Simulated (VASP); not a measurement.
A run of VASP 6.6.1 is set up as follows.

INCAR

```
SYSTEM = ZnSe
ALGO     = Normal         ! electronic algorithm
EDIFF    = 1E-6           ! SCF threshold, eV
EDIFFG   = -0.01          ! ionic threshold
ENCUT    = 600            ! plane-wave cutoff, eV
IBRION   = 2              ! ionic algorithm
ISIF     = 3              ! what is computed and relaxed
ISMEAR   = -1             ! smearing method
LASPH    = .True.         ! aspherical terms in the spheres
LCHARG   = .False.        ! write CHGCAR
LREAL    = .False.        ! projectors in reciprocal space
LWAVE    = .False.        ! write WAVECAR
NELM     = 80             ! most SCF steps
NSW      = 40             ! ionic steps
PREC     = Accurate       ! precision mode
PSTRESS  = 0            
SIGMA    = 0.05           ! smearing width, eV
```

Contents of KPOINTS:

```
k-points
0
Gamma
  5 5 4
  0 0 0
```

POSCAR

```
ZnSe
1.0
    4.1077020000      0.0000000000      0.0000000000
    0.0000000000      4.1077020000      0.0000000000
    0.0000000000      0.0000000000      6.0703500000
Se Zn
2 2
Direct
    0.5000000000      0.0000000000      0.7537200000
    0.0000000000      0.5000000000      0.2462800000
    0.5000000000      0.5000000000      0.0000000000
    0.0000000000      0.0000000000      0.0000000000
```

Potentials or basis: VASP PAW LDA potentials, release 64 (Se, Zn).

Launch:

```console
$ cat potpaw_LDA.64/Se/POTCAR potpaw_LDA.64/Zn/POTCAR > POTCAR
$ mpirun -np 1 vasp_std > vasp.out
```

**Question.** Estimate the space group after relaxing (to 0.05 Å).

**Answer.** P4/nmm (No. 129).

**Question.** What does it give for the relaxed cell?

**Answer.** a = 4.000 Å, b = 4.000 Å, c = 5.203 Å, α = 90.00°, β = 90.00°, γ = 90.00°.

**Question.** Predict the band gap on the k mesh.

**Answer.** 1.49 eV, direct.

Forces in eV/Å, atoms in the order of the input:
```
Se   0.000  0.000  0.003
Se   0.000  0.000 -0.003
Zn   0.000  0.000  0.000
Zn   0.000  0.000  0.000
```

Caveat: an odd mesh through Γ misses points on the zone boundary, where band edges often lie. Expect the measured gap to be larger: semilocal functionals such as LDA lack the derivative discontinuity.
